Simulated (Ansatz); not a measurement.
# SiO2: compression at zero temperature

One table from this session's results is given with a row withheld; the runs are named, their logs left out.

Method: DFT r2SCAN, scalar-relativistic, plane waves, PAW, in Ansatz 0.2.0.

1 further run of the same task is left out (set aside as unsound or not needed).

## The system as given

Symmetry: P6_422, No. 181, hexagonal system. Conventional cell: a = 5.060 Å, b = 5.060 Å, c = 5.541 Å, α = 90.00°, β = 90.00°, γ = 120.00°. Si (site symmetry 222) has 4 O at 1.61 Å in its first shell of neighbours. Around O (site symmetry 2) lie 2 Si at 1.61 Å.

As a file:

```
CELL_PARAMETERS angstrom
5.05968 0.00000 0.00000
-2.52984 4.38181 0.00000
0.00000 0.00000 5.54109
ATOMIC_POSITIONS crystal
Si 0.00000 0.50000 0.33333
Si 0.50000 0.50000 0.66667
Si 0.50000 0.00000 0.00000
O 0.58350 0.79175 0.83333
O 0.79175 0.58350 0.50000
O 0.79175 0.20825 0.16667
O 0.41650 0.20825 0.83333
O 0.20825 0.41650 0.50000
O 0.20825 0.79175 0.16667
```

It goes back to an entry of the Materials Project, which need not be the stable form.

This cell was relaxed beforehand with the same method: volume 13.65 Å³/atom, gap on the mesh 6.30 eV.

The first run:

input.yaml reads:

```yaml
crystal:
  lattice:
    - [5.0596778423, 0.0, 0.0]
    - [-2.5298389212, 4.3818095464, 0.0]
    - [0.0, 0.0, 5.5410856278]
  atoms:
    - { symbol: Si, position: [0.0, 0.5, 0.3333333333] }
    - { symbol: Si, position: [0.5, 0.5, 0.6666666667] }
    - { symbol: Si, position: [0.5, 0.0, 0.0] }
    - { symbol: O, position: [0.5834989526, 0.7917494763, 0.8333333333] }
    - { symbol: O, position: [0.7917494763, 0.5834989526, 0.5] }
    - { symbol: O, position: [0.7917494763, 0.2082505237, 0.1666666667] }
    - { symbol: O, position: [0.4165010474, 0.2082505237, 0.8333333333] }
    - { symbol: O, position: [0.2082505237, 0.4165010474, 0.5] }
    - { symbol: O, position: [0.2082505237, 0.7917494763, 0.1666666667] }
basis:
  ecutwfc: 500
kpoints:
  mp_grid: { grid: [6, 6, 4] }
  band_path: { path: [VBM, CBM], npoints: 2 }
hamiltonian:
  xc: r2scan
scf:
  occupations: { method: gaussian, width: 0.02 }
output:
  forces: true
  stress: true
  eigenvalues: true
checkpoint:
  read: start.run
  write: ck
  compress: false
  write_wavefunctions: false
  write_every: 100000
```

Run with:

```bash
ansatz run input.yaml --threads 2 --pin off --max-ram 5120MiB --backend cpu --events-out ev --progress --plain --runs-dir out
```

Steps of the session up to this table: Band edges over the zone; Target pressure -1 GPa; Seeking the band edges at -1 GPa; Relaxing at 1 GPa; Seeking the band edges at 1 GPa; 4 GPa; Band edges over the zone at 4 GPa; Target pressure 12 GPa; Band edges over the zone at 12 GPa; Target pressure 25 GPa; Band edges over the zone at 25 GPa.

One table of the session follows, with a row left open; its other results are not shown here.

It belongs to the step «Volume, cell and gap against pressure». Lengths are those of the vectors of the cell that was run:

| P (GPa) | V (Å³/atom) | a (Å) | b (Å) | c (Å) | ΔH (eV/atom) |
| --- | --- | --- | --- | --- | --- |
| -1 | 13.74 | 5.072 | 5.072 | 5.549 | -0.085 |
| 0 | 13.65 | 5.060 | 5.060 | 5.541 | 0.000 |
| 1 | 13.56 | 5.048 | 5.048 | 5.530 | 0.085 |
| 4 | 13.29 | 5.005 | 5.005 | 5.511 | 0.336 |
| 12 | ? | ? | ? | ? | ? |
| 25 | 11.67 | 4.663 | 4.663 | 5.575 | 1.969 |

Estimate the missing values for P (GPa) = 12.

Worked estimate for «V (Å³/atom)». A straight line through the neighbours (4, 13.29) and (25, 11.67) gives 13.29 + (11.67 − 13.29) × (12 − 4) / (25 − 4) = 12.67; a parabola fitted to 3 rows on both sides gives 12.62.

As computed: V (Å³/atom): 12.64; a (Å): 4.895; b (Å): 4.895; c (Å): 5.482; ΔH (eV/atom): 0.983. In «V (Å³/atom)» the line misses by +0.03 and the parabola by -0.02.

ΔH is E + PV over the energy at zero pressure; a, b and c are the vectors of the computed cell.

Caveats from the session: Other structures may take over in this range; these runs cannot find them.
